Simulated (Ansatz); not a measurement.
# MgO: an elastic constant from a strain scan

The calculation used Ansatz 0.2.0, DFT r2SCAN, scalar-relativistic, plane waves, PAW. The runs took a 500 eV cutoff, a Γ-centred 6×6×6 mesh and Gaussian smearing (0.05 eV). No spin polarisation. Energies are free energies at this smearing, counted from the undisturbed cell; pressure is positive in compression.

Zero of the scan (relaxed at this level; this form isn't the usual structure):

```
Mg O
1.0
     3.48410    0.00000    0.00000
    -1.74205    3.01732    0.00000
     0.00000    0.00000    4.18569
Mg O
2 2
Direct
  0.66667 0.33333 0.75000
  0.33333 0.66667 0.25000
  0.66667 0.33333 0.25000
  0.33333 0.66667 0.75000
```

The cell is strained by ε times the Voigt pattern (0, 0, 0, 0, 1, 0) (xx, yy, zz, yz, xz, xy; engineering shear) with fractional coordinates fixed. The cell holds 4 atoms in V0 = 44.00 Å³. The stress column is τ = (1/V0) dE/dε, got from the stress tensor σ (compression positive) at each point as −det(1 + εP) σ : P(1 + εP)⁻¹, with P the pattern as a tensor.

```csv
ε,ΔE (meV/atom),τ (GPa)
-0.0350,5.120,-4.264
-0.0300,3.759,-3.654
-0.0250,2.611,-3.045
-0.0200,1.671,-2.435
-0.0150,0.938,-1.826
-0.0100,0.415,-1.217
-0.0050,0.101,-0.609
0.0000,0.000,0.000
0.0050,0.101,0.609
0.0100,0.415,1.217
0.0150,0.938,1.826
0.0200,1.671,2.435
0.0250,2.611,3.045
0.0300,3.759,3.654
0.0350,5.120,4.264
0.0400,?,?
```

Task: Which combination of elastic constants does this scan measure, and how large is it?

Result: For small ε, τ = τ0 + Kε with K = pᵀCp, which for this pattern is C55 in the Cartesian frame shown. The parabola through τ at ε = -0.0050, 0 and 0.0050 has slope K = 122 GPa at zero. The energies per cell, E = NΔE, of the same two points give K = 2[E(ε₊)/ε₊ − E(ε₋)/ε₋]/[(ε₊ − ε₋)V0] = 118 GPa, in agreement. These are clamped-ion values.

Task: Predict the withheld row at ε = 0.0400 from the harmonic law, and compare.

Result: ΔE = V0(τ0 ε + Kε²/2)/N = 6.688 meV/atom and τ = 4.87 GPa. The calculation gives 6.689 meV/atom and 4.87 GPa, a miss of 0.01 meV/atom at most, so the harmonic law still holds here.

Cost: 9 runs of about 1 core-minutes in all, on Arm Neoverse V2 (shared hosts).